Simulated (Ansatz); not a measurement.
Chalcopyrite CuInS2, treated with PBEsol (PAW; Ansatz, a program for electronic structure).

Settings: plane-wave cutoff 520 eV, 10×10×10 k mesh, Fermi–Dirac smearing 0.01 eV, no spin polarisation, scalar-relativistic PAW data made under PBE.

Shape and atoms are relaxed at each volume.

Pressure at four volumes; x = ln(V/20.749 Å³). One pressure is withheld.

```tsv
V (Å³/atom)	x	P (GPa)
19.919	-0.0408	3.43
20.749	0.0000	0.00
21.164	0.0198	-1.44
21.579	0.0392	?
```

Task: Pass a parabola P(x) through the three rows shown, estimate the bulk modulus and its pressure derivative near zero pressure, and predict the withheld pressure.

Result: Slopes between the rows: (0.00 − (3.43))/(0.0000 − (-0.0408)) = -84.07 and (-1.44 − (0.00))/(0.0198 − (0.0000)) = -72.73 GPa. Their difference over the span 0.0606 is c = 11.34/0.0606 = 187.1 GPa, so P(x) = 3.43 + (-84.07)(x − (-0.0408)) + 187.1 (x − (-0.0408))(x − (0.0000)). At the middle row B = −dP/dx = −[-84.07 + 187.1 × 0.0408] = 76.4 GPa, and B′ = dB/dP = 2c/B = 4.9. At x = 0.0392 the parabola gives -2.71 GPa; the run gives -2.72 GPa. The Birch–Murnaghan fit to the energies at all volumes has B0 = 76.1 GPa and B′ = 4.9.

Note: this level leaves the solid without a gap, although one is measured.

Spin–orbit coupling is not included.
